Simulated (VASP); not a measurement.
Wanted: an ASE script for a VASP 6.6.1 run.

```yaml
Task: single point
Functional: LDA
Potentials_or_basis: VASP PAW LDA potentials, release 64 (Cl, Li_sv)
Cutoff: 520 eV
k_mesh: 9 × 9 × 9
Occupations: gaussian, width 0.1 eV
Spin: no spin polarisation
Further_INCAR_settings: ALGO = Fast; EDIFF = 1.00e-06
```

LiCl:

```
Cl Li
1.0
     0.00000    2.56477    2.56477
     2.56477    0.00000    2.56477
     2.56477    2.56477    0.00000
Cl Li
1 1
Direct
  0.50000 0.50000 0.50000
  0.00000 0.00000 0.00000
```

These files were run (other wordings do the same):

run.py

```python
from ase import Atoms
from ase.calculators.vasp import Vasp
from ase.dft.bandgap import bandgap

atoms = Atoms(
    ['Cl', 'Li'],
    cell=[[0.0, 2.56477, 2.56477], [2.56477, 0.0, 2.56477], [2.56477, 2.56477, 0.0]],
    scaled_positions=[[0.5, 0.5, 0.5], [0.0, 0.0, 0.0]],
    pbc=True,
)
calc = Vasp(
    directory='calc',
    xc='lda',
    pp='LDA',
    setups='recommended',
    prec='Accurate',
    encut=520,
    ediff=1e-06,
    ismear=0,
    sigma=0.1,
    lreal=False,
    lasph=True,
    nelm=80,
    algo='Fast',
    isif=2,
    lwave=False,
    lcharg=True,
    lelf=True,
    lvhar=True,
    kpts=[9, 9, 9],
    gamma=True,
)
atoms.calc = calc

print('energy (eV):', atoms.get_potential_energy())
print('free energy (eV):', atoms.get_potential_energy(force_consistent=True))
print('forces (eV/A):')
print(atoms.get_forces())
print('stress (eV/A^3, Voigt):', atoms.get_stress())
print('Fermi level (eV):', calc.get_fermi_level())
gap, top, bottom = bandgap(calc)
print('band gap (eV):', gap, 'from (spin, k, band)', top, 'to', bottom)
```

Potentials or basis: VASP PAW LDA potentials, release 64 (Cl, Li_sv).

Launch:

```sh
$ python run.py
```

It gave:

```yaml
Band_gap_on_the_k_mesh: 6.00 eV, direct
```

Caveat: an odd mesh through Γ misses points on the zone boundary, where band edges often lie.

It took 16 s on 1 thread of Intel(R) Xeon(R) Platinum 8488C (Sapphire Rapids) (shared host), peak memory 0.14 GiB.
